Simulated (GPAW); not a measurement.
Crystal: HfC.

```
Hf C
1.0
     3.34287    0.00000    0.00000
    -1.67143    2.89501    0.00000
     0.00000    0.00000    5.20271
Hf C
2 2
Direct
  0.33333 0.66667 0.25000
  0.66667 0.33333 0.75000
  0.00000 0.00000 0.50000
  0.00000 0.00000 0.00000
```

The cell comes from a database or a generator and needn't be the stable form of this composition.

| Quantity | Value |
| --- | --- |
| Program | GPAW 26.7.0 |
| Task | single point |
| Functional | PBEsol |
| Potentials or basis | PAW data sets generated in the run's folder for this functional |
| Cutoff | 800 eV |
| Basis | pw |
| k mesh | 9 × 9 × 5 |
| Occupations | fermi-dirac, width 0.05 eV |
| Spin | no spin polarisation |

On this cell: pressure -6.3 GPa; largest force under 0.003 eV/Å; band gap on the k mesh none (metal or under the smearing width).

The same run follows on a disturbed copy (atoms moved at random, drawn with an rms of 0.05 Å):

```xyz
4
Lattice="3.3429 0.0000 0.0000 -1.6714 2.8950 0.0000 0.0000 0.0000 5.2027" Properties=species:S:1:pos:R:3 pbc="T T T"
Hf    0.0184    1.9297    1.3330
Hf    1.6896    0.9914    3.8974
C     0.0211    0.0196    2.5995
C     0.0130   -0.0151    0.0159
```

Q: What does the disturbed cell give?

A: The energy (extrapolated to zero smearing) moves by +4.9 meV/atom; pressure -6.1 GPa; largest force 0.654 eV/Å; band gap on the k mesh none (metal or under the smearing width).

Forces in eV/Å, atoms in the order of the input:
```
Hf  -0.020  0.044 -0.629
Hf  -0.014 -0.364  0.544
C   -0.019 -0.005  0.176
C    0.053  0.324 -0.092
```

Stress tensor (GPa, compression positive):
```
-7.10  0.00 -0.01
 0.00 -7.09 -0.10
-0.01 -0.10 -4.25
```
